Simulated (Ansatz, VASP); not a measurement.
## Two plane-wave programs on Al12H

```
Al H
1.0
     5.67885    0.00000    0.00000
     0.00000    5.67885    0.00000
     0.00000    0.00000   21.14135
Al H
12 1
Cartesian
  1.4197 1.4197 4.0000
  1.4197 4.2591 4.0000
  4.2591 1.4197 4.0000
  4.2591 4.2591 4.0000
  0.0000 0.0000 6.0693
  0.0000 2.8394 6.0693
  2.8394 0.0000 6.0693
  2.8394 2.8394 6.0693
  1.4197 1.4197 8.1413
  1.4197 4.2591 8.1413
  4.2591 1.4197 8.1413
  4.2591 4.2591 8.1413
  2.3662 2.3662 9.3213
```

Alike in both runs: task single point; functional PBEsol; k mesh 5 × 5 × 1; occupations gaussian, width 0.1 eV; no spin polarisation.

```csv
,VASP,Ansatz
version,VASP 6.6.1,Ansatz 0.2.0
potentials or method,"VASP PAW PBE potentials, release 64 (Al, H)","scalar-relativistic, plane waves, PAW"
plane-wave cutoff (eV),520,420
valence electrons in the cell,37,37
```

Ansatz gave:

```
gap on the k mesh at the Fermi level (eV)  : none
rms of the force components (eV/Å)         : 0.115
work function, face that differs most (eV) : 4.50
```

Which values does VASP return?

gap on the k mesh at the Fermi level (eV): none; rms of the force components (eV/Å): 0.115; work function, face that differs most (eV): 4.47.

Atom by atom the forces differ by 0.001 eV/Å (rms over components). A gap of «none» marks a metal or a gap that the smearing closes.

Caveats: the PAW data sets were made with another functional, which shifts forces and pressure a little (VASP).
